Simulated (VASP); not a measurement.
Input of a VASP 6.6.1 run:

File INCAR:

```
  PREC = Accurate
  ENCUT = 600
  EDIFF = 1E-6
  ISMEAR = 0
  SIGMA = 0.1
  LREAL = False
  LASPH = True
  NELM = 100
  ALGO = Normal
  ISIF = 3
  LWAVE = False
  LCHARG = False
  GGA = PE
  IBRION = 2
  NSW = 100
  EDIFFG = -0.002
```

Contents of KPOINTS:

```
Automatic mesh
0
Gamma
  12 12 12
```

The input POSCAR:

```
InAs
1.0
    0.0000000000      3.0535616600      3.0535616600
    3.0535616600      0.0000000000      3.0535616600
    3.0535616600      3.0535616600      0.0000000000
In As
1 1
Direct
    0.0000000000      0.0000000000      0.0000000000
    0.2500000000      0.2500000000      0.2500000000
```

Potentials or basis: VASP PAW PBE potentials, release 64 (In_d, As).

The run is started by

```sh
$ cat potpaw_PBE.64/In_d/POTCAR potpaw_PBE.64/As/POTCAR > POTCAR
$ mpirun -np 1 vasp_std > vasp.out
```

Q: What does it give for the relaxed volume?

A: 29.63 Å³/atom.

Q: Estimate the space group after relaxing (to 0.05 Å).

A: F-43m (No. 216).

Q: Estimate the relaxed cell.

A: a = 4.376 Å, b = 4.376 Å, c = 4.376 Å, α = 60.00°, β = 60.00°, γ = 60.00°.

Q: Predict the band gap on the k mesh.

A: None (metal or under the smearing width).

Step by step:
```tsv
step	energy change (eV)	largest force (eV/Å)	pressure (GPa)	volume (Å³)
1	0.0000	0.0000	2.13	56.94
2	-0.0130	0.0000	-0.70	60.13
3	-0.0148	0.0000	0.02	59.25
4	-0.0148	0.0000	-0.03	59.30
5	-0.0148	0.0000	0.01	59.25
```

Caveat: this crystal is a semiconductor, whose small gap the functional closes, so the metal is an error of the method.
